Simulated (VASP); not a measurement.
# ZnO (zincite) (P6_3mc) in VASP: further runs, part 2 of 2

VASP 6.6.1. The steps go on from the part before.

## (4) Relaxation of shape and atoms at fixed volume, PBE

File INCAR:

```
SYSTEM = ZnO
PREC = Accurate ; ENCUT = 600
EDIFF = 1E-7 ; ISMEAR = 0
SIGMA = 0.03 ; LREAL = .FALSE.
LASPH = .TRUE. ; NELM = 80
ALGO = Fast ; ISIF = 4
LWAVE = .FALSE. ; LCHARG = .FALSE.
GGA = PE ; IBRION = 2
NSW = 40 ; EDIFFG = -0.01
```

File KPOINTS:

```
regular mesh
0
G
  9 9 5
  0 0 0
```

File POSCAR:

```
ZnO                                     
1.0
    3.2865007065     -0.0000000000      0.0000000000
   -1.6432503533      2.8461931014      0.0000000000
    0.0000000000     -0.0000000000      5.3003898555
  Zn              O             
     2     2
Direct
     0.3333333332999970    0.6666666667000030    0.4998270072482157
     0.6666666667000030    0.3333333332999970    0.9998270072482157
     0.6666666667000030    0.3333333332999970    0.3791829927517852
     0.3333333332999970    0.6666666667000030    0.8791829927517852
```

Potentials or basis: VASP PAW PBE potentials, release 64 (Zn, O).

The run is started by

```sh
$ cat potpaw_PBE.64/Zn/POTCAR potpaw_PBE.64/O/POTCAR > POTCAR
$ mpirun -np 1 vasp_std > vasp.out
```

OUTCAR:

```text
SYSTEM = ZnO
   PREC = Accurate
   ENCUT = 600
   EDIFF = 1E-7
   ISMEAR = 0
   LREAL = .FALSE.
   LASPH = .TRUE.
   NELM = 80
   ISIF = 4
   GGA = PE
   IBRION = 2
   NSW = 40
   EDIFFG = -0.01

 ion  position               nearest neighbor table
   1  0.333  0.667  0.500-   3 2.00   3 2.00   3 2.00   4 2.01
   2  0.667  0.333  1.000-   4 2.00   4 2.00   4 2.00   3 2.01
   3  0.667  0.333  0.379-   1 2.00   1 2.00   1 2.00   2 2.01
   4  0.333  0.667  0.879-   2 2.00   2 2.00   2 2.00   1 2.01

  LATTYP: Found a hexagonal cell.
 ALAT       =     3.2865007065
 C/A-ratio  =     1.6127761193

  Lattice vectors:

 A1 = (   3.2865007065,   0.0000000000,   0.0000000000)
 A2 = (  -1.6432503533,   2.8461931014,   0.0000000000)
 A3 = (   0.0000000000,   0.0000000000,   5.3003898555)

Analysis of symmetry for initial positions (statically):
=====================================================================
 Subroutine PRICEL returns:
 Original cell was already a primitive cell.

 Routine SETGRP: Setting up the symmetry group for a
 hexagonal supercell.

 Subroutine GETGRP returns: Found 12 space group operations
 (whereof  6 operations were pure point group operations)
 out of a pool of 24 trial point group operations.

The static configuration has the point symmetry C_3v.
 The point group associated with its full space group is C_6v.

Analysis of symmetry for dynamics (positions and initial velocities):
=====================================================================
 Subroutine PRICEL returns:
 Original cell was already a primitive cell.

 Routine SETGRP: Setting up the symmetry group for a
 hexagonal supercell.

 Subroutine GETGRP returns: Found 12 space group operations
 (whereof  6 operations were pure point group operations)
 out of a pool of 24 trial point group operations.

The dynamic configuration has the point symmetry C_3v.
 The point group associated with its full space group is C_6v.

 Subroutine INISYM returns: Found 12 space group operations
 (whereof  6 operations are pure point group operations),
 and found     1 'primitive' translations

----------------------------------------------------------------------------------------

                                     Primitive cell

  volume of cell :      49.5799

  direct lattice vectors                    reciprocal lattice vectors
     3.286500707  0.000000000  0.000000000     0.304274999  0.175673253  0.000000000
    -1.643250353  2.846193101  0.000000000     0.000000000  0.351346505  0.000000000
     0.000000000  0.000000000  5.300389855     0.000000000  0.000000000  0.188665368

  length of vectors
     3.286500707  3.286500707  5.300389855     0.351346505  0.351346505  0.188665368

  position of ions in fractional coordinates (direct lattice)
     0.333333333  0.666666667  0.499827007
     0.666666667  0.333333333  0.999827007
     0.666666667  0.333333333  0.379182993
     0.333333333  0.666666667  0.879182993

  ion indices of the primitive-cell ions
   primitive index   ion index
                 1           1
                 2           2
[... 26 lines left out ...]

 Found     36 irreducible k-points:

 Following reciprocal coordinates:
            Coordinates               Weight
  0.000000  0.000000  0.000000      1.000000
  0.111111  0.000000  0.000000      6.000000
  0.222222 -0.000000  0.000000      6.000000
  0.333333  0.000000  0.000000      6.000000
  0.444444 -0.000000  0.000000      6.000000
  0.111111  0.111111  0.000000      6.000000
[... 16 lines left out ...]
  0.333333  0.222222  0.200000     24.000000
  0.333333  0.333333  0.200000      4.000000
 [... further k-points ...]
   k-points           NKPTS =     36   k-points in BZ     NKDIM =     36   number of bands    NBANDS=     22
   number of dos      NEDOS =    301   number of ions     NIONS =      4
   total plane-waves  NPLWV =  32928
   dimension x,y,z NGX =    28 NGY =   28 NGZ =   42
   dimension x,y,z NGXF=    56 NGYF=   56 NGZF=   84
   ions per type =               2   2
   NGX,Y,Z   is equivalent  to a cutoff of  14.16, 14.16, 13.17 a.u.
   NGXF,Y,Z  is equivalent  to a cutoff of  28.33, 28.33, 26.35 a.u.
 SYSTEM =  ZnO
   PREC   = accura    normal or accurate (medium, high low for compatibility)
   ISTART =      0    job   : 0-new  1-cont  2-samecut
   ICHARG =      2    charge: 1-file 2-atom 10-const
   ISPIN  =      1    spin polarized calculation?
   LNONCOLLINEAR =      F non collinear calculations
   LSORBIT =      F    spin-orbit coupling
   LASPH  =      T    aspherical Exc in radial PAW
   ENCUT  =  600.0 eV  44.10 Ry    6.64 a.u.   6.56  6.56 10.59*2*pi/ulx,y,z
   NELM   =     80;   NELMIN=  2; NELMDL= -5     # of ELM steps
   EDIFF  = 0.1E-06   stopping-criterion for ELM
   LREAL  =      F    real-space projection
   EDIFFG = -.1E-01   stopping-criterion for IOM
   NSW    =     40    number of steps for IOM
   IBRION =      2    ionic relax: 0-MD 1-quasi-New 2-CG
   NFREE  =      1    steps in history (QN), initial steepest desc. (CG)
   ISIF   =      4    stress and relaxation
   ISYM   =      2    0-nonsym 1-usesym 2-fastsym
   POTIM  = 0.5000    time-step for ionic-motion
   TEBEG  =    0.0;   TEEND  =   0.0 temperature during run
   PSTRESS=    0.0 pullay stress
   NELECT =      36.0000    total number of electrons
   NUPDOWN=      -1.0000    fix difference up-down
   EMIN   =  10.00;   EMAX   =-10.00  energy-range for DOS
   EFERMI =   0.00;   METHOD = LEGACY
   ISMEAR =     0;   SIGMA  =   0.03  broadening in eV -4-tet -1-fermi 0-gaus
   EFERMI_NEDOS =   21; number of points for ismear=-14 and -15
   IALGO  =     68    algorithm
   IMIX   =      4    mixing-type and parameters
     AMIX     =   0.40;   BMIX     =  1.00
     AMIX_MAG =   1.60;   BMIX_MAG =  1.00
  volume/ion in A,a.u.               =      12.39        83.65
  Fermi-wavevector in a.u.,A,eV,Ry     =   1.471433  2.780604 29.458161  2.165114
  Thomas-Fermi vector in A             =   2.586569
   LORBIT       =      0    0 simple, 1 ext, 2 COOP (PROOUT), +10 PAW based schemes
   GGA     = PE    functional components
   LHFCALC =     F    Hartree Fock is set to
   AEXX    =    0.0000 exact exchange contribution
   IVDW    =     0    specifies the selected vdW correction
   LEPSILON=     F    determine dielectric tensor
   LRPA    =     F    only Hartree local field effects (RPA)
 conjugate gradient relaxation of ions
 non-spin polarized calculation
 RMM-DIIS sequential band-by-band and
 Gauss-broadening in eV      SIGMA  =   0.03
  energy-cutoff  :      600.00
  volume of cell :       49.58
 maximum number of plane-waves:      1689
 NGX is ok and might be reduce to    28
   NGX = 13   NGY = 13   NGZ = 21

 number of electron      36.0000014 magnetization

 Free energy of the ion-electron system (eV)
  ---------------------------------------------------
  ext. energy  EPLUGINS =         0.00000000
  ---------------------------------------------------
  free energy    TOTEN  =       -17.86564198 eV

  energy without entropy =      -17.86564198  energy(sigma->0) =      -17.86564198

 E-fermi :   1.0005     XC(G=0): -10.6955

 val. band max:        0.8446927653   @ k =   0.0000   0.0000   0.0000
 cond. band min:       1.5659983334   @ k =   0.0000   0.0000   0.0000
 fundamental gap:      0.7213055681
 Fermi energy:         1.0004985038

 k-point     1 :       0.0000    0.0000    0.0000
  band No.  band energies     occupation
      1     -16.9299      2.00000
      2     -16.2699      2.00000
      3      -4.6677      2.00000
      4      -4.6677      2.00000
      5      -4.6255      2.00000
      6      -4.4922      2.00000
[... 589 lines left out ...]
     21       8.5832      0.00000
     22       8.8892      0.00000

 [... further k-points ...]

------------------------ aborting loop because EDIFF is reached ----------------------------------------

  FORCE on cell =-STRESS in cart. coord.  units (eV):
  Direction    XX          YY          ZZ          XY          YZ          ZX
  --------------------------------------------------------------------------------------
  -------------------------------------------------------------------------------------
  Total       -0.0102706     -0.0102706      0.0033094      0.0000000      0.0000000      0.0000000
  in kB       -0.3318952     -0.3318952      0.1069437      0.0000000      0.0000000      0.0000000
  external PRESSURE =      -0.1856156 kB  Pullay stress =       0.0000000 kB

 VOLUME and BASIS-vectors are now :
 -----------------------------------------------------------------------------
  energy-cutoff  :      600.00
  volume of cell :       49.58
      direct lattice vectors                 reciprocal lattice vectors
     3.286500707  0.000000000  0.000000000     0.304274999  0.175673253  0.000000000
    -1.643250353  2.846193101  0.000000000     0.000000000  0.351346505  0.000000000
     0.000000000  0.000000000  5.300389855     0.000000000  0.000000000  0.188665368

 POSITION                                       TOTAL-FORCE (eV/Angst)
 -----------------------------------------------------------------------------------
     -0.00000      1.89746      2.64928        -0.000000      0.000000      0.002909
      1.64325      0.94873      5.29947         0.000000     -0.000000      0.002909
      1.64325      0.94873      2.00982         0.000000      0.000000     -0.002909
     -0.00000      1.89746      4.66001        -0.000000      0.000000     -0.002909
 -----------------------------------------------------------------------------------
    total drift:                                0.000000      0.000001      0.000856

  FREE ENERGIE OF THE ION-ELECTRON SYSTEM (eV)
  ---------------------------------------------------
  free  energy   TOTEN  =       -17.8656419787 eV

  energy  without entropy=      -17.8656419787  energy(sigma->0) =      -17.86564198

 reached required accuracy - stopping structural energy minimisation
```

It took 47 s on 1 thread of Intel Xeon Platinum 8375C at 2.90GHz (Ice Lake), shared host; peak memory 0.2 GiB.

What came out:

```yaml
Free_energy: -17.8656 eV
Pressure_after_relaxing: 0.0 GPa
Band_gap_on_the_k_mesh: 0.72 eV, direct
```

Forces on the atoms (eV/Å):
```
Zn   0.000  0.000  0.003
Zn   0.000  0.000  0.003
O    0.000  0.000 -0.003
O    0.000  0.000 -0.003
```

Final structure:
```cif
data_structure
_symmetry_space_group_name_H-M 'P 1'
_symmetry_Int_Tables_number 1
_cell_length_a 3.2865
_cell_length_b 3.2865
_cell_length_c 5.3004
_cell_angle_alpha 90.000
_cell_angle_beta 90.000
_cell_angle_gamma 120.000
_cell_volume 49.58
loop_
_atom_site_label
_atom_site_type_symbol
_atom_site_fract_x
_atom_site_fract_y
_atom_site_fract_z
_atom_site_occupancy
Zn1 Zn 0.33333 0.66667 0.49983 1
Zn2 Zn 0.66667 0.33333 0.99983 1
O1 O 0.66667 0.33333 0.37918 1
O2 O 0.33333 0.66667 0.87918 1
```

Caveat: the relaxation stopped at its first step, so nothing moved.

## (5) Relaxation of shape and atoms at fixed volume, PBE (a relaxed cell with its volume scaled by 1.02)

INCAR is that of step 4.

KPOINTS is that of step 4.

POSCAR, as its differences from that of step 4:

```diff
@@ -2,5 +2,5 @@
 1.0
-    3.2865007065     -0.0000000000      0.0000000000
-   -1.6432503533      2.8461931014      0.0000000000
-    0.0000000000     -0.0000000000      5.3003898555
+    3.3082662462     -0.0000000000      0.0000000000
+   -1.6541331231      2.8650426117      0.0000000000
+    0.0000000000     -0.0000000000      5.3354927980
   Zn              O
```

Potentials or basis: VASP PAW PBE potentials, release 64 (Zn, O).

The run is started by

```sh
$ cat potpaw_PBE.64/Zn/POTCAR potpaw_PBE.64/O/POTCAR > POTCAR
$ mpirun -np 1 vasp_std > vasp.out
```

OUTCAR:

```text
SYSTEM = ZnO
   PREC = Accurate
   ENCUT = 600
   EDIFF = 1E-7
   ISMEAR = 0
   LREAL = .FALSE.
   LASPH = .TRUE.
   NELM = 80
   ISIF = 4
   GGA = PE
   IBRION = 2
   NSW = 40
   EDIFFG = -0.01

 ion  position               nearest neighbor table
   1  0.333  0.667  0.500-   3 2.02   3 2.02   3 2.02   4 2.02
   2  0.667  0.333  1.000-   4 2.02   4 2.02   4 2.02   3 2.02
   3  0.667  0.333  0.379-   1 2.02   1 2.02   1 2.02   2 2.02
[... 808 lines left out ...]
  Direction    XX          YY          ZZ          XY          YZ          ZX
  --------------------------------------------------------------------------------------
  -------------------------------------------------------------------------------------
  Total       -0.7876078     -0.7876078     -0.7633205      0.0000000      0.0000000      0.0000000
  in kB      -24.9525243    -24.9525243    -24.1830695      0.0000000      0.0000000      0.0000000
  external PRESSURE =     -24.6960394 kB  Pullay stress =       0.0000000 kB

 VOLUME and BASIS-vectors are now :
 -----------------------------------------------------------------------------
  energy-cutoff  :      600.00
  volume of cell :       50.57
      direct lattice vectors                 reciprocal lattice vectors
     3.308266246  0.000000000  0.000000000     0.302273132  0.174517474  0.000000000
    -1.654133123  2.865042612  0.000000000     0.000000000  0.349034948  0.000000000
     0.000000000  0.000000000  5.335492798     0.000000000  0.000000000  0.187424112

 POSITION                                       TOTAL-FORCE (eV/Angst)
 -----------------------------------------------------------------------------------
     -0.00000      1.91003      2.66682         0.000000     -0.000000      0.002170
      1.65413      0.95501      5.33457        -0.000000      0.000000      0.002170
      1.65413      0.95501      2.02313        -0.000000     -0.000000     -0.002170
     -0.00000      1.91003      4.69087        -0.000000     -0.000000     -0.002170
 -----------------------------------------------------------------------------------
    total drift:                                0.000000      0.000000      0.000248

  FREE ENERGIE OF THE ION-ELECTRON SYSTEM (eV)
  ---------------------------------------------------
  free  energy   TOTEN  =       -17.8596350722 eV

  energy  without entropy=      -17.8596350722  energy(sigma->0) =      -17.85963507

 reached required accuracy - stopping structural energy minimisation
```

OSZICAR:

```text
N       E                     dE             d eps       ncg     rms          rms(c)
DAV:   1     0.303051765363E+03    0.30305E+03   -0.20351E+04  1584   0.258E+03
[... 11 lines left out ...]
RMM:  13    -0.178596428500E+02   -0.40069E-04   -0.55155E-04  1588   0.116E-01    0.493E-02
RMM:  14    -0.178596426938E+02    0.15620E-06   -0.74850E-05  1604   0.502E-02    0.306E-02
RMM:  15    -0.178596360434E+02    0.66504E-05   -0.64946E-05  1585   0.703E-02    0.871E-03
RMM:  16    -0.178596350032E+02    0.10402E-05   -0.74498E-06  1615   0.251E-02    0.378E-03
RMM:  17    -0.178596349294E+02    0.73815E-07   -0.14321E-06  1156   0.742E-03    0.220E-03
RMM:  18    -0.178596350688E+02   -0.13945E-06   -0.26997E-07  1006   0.450E-03    0.188E-03
RMM:  19    -0.178596350722E+02   -0.34333E-08   -0.12926E-07   983   0.249E-03
   1 F= -.17859635E+02 E0= -.17859635E+02  d E =-.178596E+02
```

It took 55 s on 1 thread of Intel Xeon Platinum 8375C at 2.90GHz (Ice Lake), shared host; peak memory 0.2 GiB.

Results:

| Quantity | Value |
| --- | --- |
| Free energy | -17.8596 eV |
| Pressure after relaxing | -2.5 GPa |
| Band gap on the k mesh | 0.69 eV, direct |

Forces in eV/Å, atoms in the order of the input:
```
Zn   0.000  0.000  0.002
Zn   0.000  0.000  0.002
O    0.000  0.000 -0.002
O    0.000  0.000 -0.002
```

Final structure:
```xyz
4
Lattice="3.3083 0.0000 0.0000 -1.6541 2.8650 0.0000 0.0000 0.0000 5.3355" Properties=species:S:1:pos:R:3 pbc="T T T"
Zn    0.0000    1.9100    2.6668
Zn    1.6541    0.9550    5.3346
O     1.6541    0.9550    2.0231
O     0.0000    1.9100    4.6909
```

Caveat: the relaxation stopped at its first step, so nothing moved.

## (6) Relaxation of shape and atoms at fixed volume, PBE (a relaxed cell with its volume scaled by 1.04)

INCAR is that of step 5.

KPOINTS is that of step 5.

POSCAR, as its differences from that of step 5:

```diff
@@ -2,5 +2,5 @@
 1.0
-    3.3082662462     -0.0000000000      0.0000000000
-   -1.6541331231      2.8650426117      0.0000000000
-    0.0000000000     -0.0000000000      5.3354927980
+    3.3297490965     -0.0000000000      0.0000000000
+   -1.6648745483      2.8836473058      0.0000000000
+    0.0000000000     -0.0000000000      5.3701398260
   Zn              O
```

Potentials or basis: VASP PAW PBE potentials, release 64 (Zn, O).

The run is started by

```sh
$ cat potpaw_PBE.64/Zn/POTCAR potpaw_PBE.64/O/POTCAR > POTCAR
$ mpirun -np 1 vasp_std > vasp.out
```

Run time: 51 s. Hardware: 1 thread of Intel Xeon Platinum 8375C at 2.90GHz (Ice Lake), shared host; peak memory 0.21 GiB.

It converged, with:

* Free energy: -17.8393 eV
* Pressure after relaxing: -4.7 GPa
* Band gap on the k mesh: 0.66 eV, direct

Stress tensor (GPa, compression positive):
```
-4.70  0.00  0.00
 0.00 -4.70  0.00
 0.00  0.00 -4.60
```

Final structure:
```xyz
4
Lattice="3.3297 0.0000 0.0000 -1.6649 2.8836 0.0000 0.0000 0.0000 5.3701" Properties=species:S:1:pos:R:3 pbc="T T T"
Zn    0.0000    1.9224    2.6841
Zn    1.6649    0.9612    5.3692
O     1.6649    0.9612    2.0363
O     0.0000    1.9224    4.7213
```

Levels at points of the mesh, in eV from the valence-band top:
```
           k point  band 14  band 15  band 16  band 17  band 18  band 19  band 20  band 21  band 22
(0.00, 0.00, 0.00)    -0.70    -0.70    -0.06     0.00     0.00     0.66     4.92     7.93    12.49
```

Caveat: the relaxation stopped at its first step, so nothing moved.

## (7) Overview

```csv
cell,gap on the mesh (eV),pressure (GPa)
atoms relaxed at fixed volume from: a relaxed cell with its volume scaled by 0.96,0.78,5.7
atoms relaxed at fixed volume from: a relaxed cell with its volume scaled by 0.98,0.75,2.7
atoms relaxed at fixed volume,0.72,0.0
atoms relaxed at fixed volume from: a relaxed cell with its volume scaled by 1.02,0.69,-2.5
atoms relaxed at fixed volume from: a relaxed cell with its volume scaled by 1.04,0.66,-4.7
```

Alike in all rows: task relaxation of shape and atoms at fixed volume; level PBE; potentials or basis VASP PAW PBE potentials, release 64 (Zn, O); no spin polarisation; k mesh 9 × 9 × 5; cutoff (eV) 600; smearing gaussian 0.03 eV.

Caveats: the relaxation stopped at its first step, so nothing moved.

Absolute energies hang on the potentials; compare differences alone.

## (8) Comparison with measurements

Step 4. Against the measured gap of ZnO, 3.37 eV (quoted in “Electronic structure of alkaline earth and post-transition metal oxides”, 2009, arxiv:0908.1581), the calculated 0.72 eV is off by -2.65 eV. So large a miss can be the level of theory's own, or it may mean another phase, state or a wrong row. The value is that of PBE, without temperature or zero-point motion. Semilocal functionals fall short of measured gaps as a rule.
